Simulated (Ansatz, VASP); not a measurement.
Given: the input of a run of VASP 6.6.1 on Pb.

File INCAR:

```
SYSTEM = Pb
PREC = Accurate
ENCUT = 500
EDIFF = 1E-7
ISMEAR = -1
SIGMA = 0.05
LREAL = .False.
LASPH = .True.
NELM = 80
ALGO = Fast
ISIF = 2
LWAVE = .False.
LCHARG = .False.
GGA = PE
NBANDS = 8
```

File KPOINTS:

```
regular mesh
0
Gamma
  9 9 9
  0 0 0
```

The input POSCAR:

```
Pb
1.0
    0.0000000000      2.4750200000      2.4750200000
    2.4750200000      0.0000000000      2.4750200000
    2.4750200000      2.4750200000      0.0000000000
Pb
1
Direct
    0.0000000000      0.0000000000      0.0000000000
```

File KPOINTS_OPT:

```
path GXWKGLUWLK,UX
15
line-mode
reciprocal
 0.0000000000  0.0000000000  0.0000000000  G
 0.5000000000  0.0000000000  0.5000000000  X

 0.5000000000  0.0000000000  0.5000000000  X
 0.5000000000  0.2500000000  0.7500000000  W

 0.5000000000  0.2500000000  0.7500000000  W
 0.3750000000  0.3750000000  0.7500000000  K

 0.3750000000  0.3750000000  0.7500000000  K
 0.0000000000  0.0000000000  0.0000000000  G

 0.0000000000  0.0000000000  0.0000000000  G
 0.5000000000  0.5000000000  0.5000000000  L

 0.5000000000  0.5000000000  0.5000000000  L
 0.6250000000  0.2500000000  0.6250000000  U

 0.6250000000  0.2500000000  0.6250000000  U
 0.5000000000  0.2500000000  0.7500000000  W

 0.5000000000  0.2500000000  0.7500000000  W
 0.5000000000  0.5000000000  0.5000000000  L

 0.5000000000  0.5000000000  0.5000000000  L
 0.3750000000  0.3750000000  0.7500000000  K

 0.6250000000  0.2500000000  0.6250000000  U
 0.5000000000  0.0000000000  0.5000000000  X
```

Potentials or basis: VASP PAW PBE potentials, release 54 (Pb).

The run is started by

```console
$ cat potpaw_PBE.54/Pb/POTCAR > POTCAR
$ mpirun -np 1 vasp_std > vasp.out
```

Task: Translate it to Ansatz 0.2.0. Potentials there: Ansatz PAW.

Result: As run (the cutoff follows the program's own potentials):

The input input.yaml:

```yaml
crystal:
  lattice:
    - [0.0, 2.47502, 2.47502]
    - [2.47502, 0.0, 2.47502]
    - [2.47502, 2.47502, 0.0]
  atoms:
    - { symbol: Pb, position: [0.0, 0.0, 0.0] }
hamiltonian:
  xc: pbe
  pseudopotentials: { kind: paw }
kpoints:
  mp_grid: { grid: [9, 9, 9] }
  band_path:
    path:
      - [[0.0, 0.0, 0.0], [0.5, 0.0, 0.5], [0.5, 0.25, 0.75], [0.375, 0.375, 0.75], [0.0, 0.0, 0.0], [0.5, 0.5, 0.5], [0.625, 0.25, 0.625], [0.5, 0.25, 0.75], [0.5, 0.5, 0.5], [0.375, 0.375, 0.75]]
      - [[0.625, 0.25, 0.625], [0.5, 0.0, 0.5]]
    npoints: 14
scf:
  occupations: { method: fermi_dirac, width: 0.05 }
  n_extra_bands: 6
output:
  forces: true
  stress: true
  eigenvalues: true
  fatbands: false
```

Potentials or basis: Ansatz PAW.

Launch:

```bash
$ ansatz run input.yaml --threads 2 --pin off --max-ram 5632MiB --backend cpu --events-out ev --progress --plain --runs-dir out
```

Both were run:

|  | VASP | Ansatz | Ansatz less VASP |
| --- | --- | --- | --- |
| gap on the k mesh at the Fermi level (eV) | none | none | - |
| pressure (GPa) | 2.0 | 2.3 | +0.26 |

A gap of «none» marks a metal or a gap that the smearing closes. The two sets of potentials don't hold the same shells in valence.

Caveats: spin-orbit coupling is left out, which moves the levels of the heavy elements.
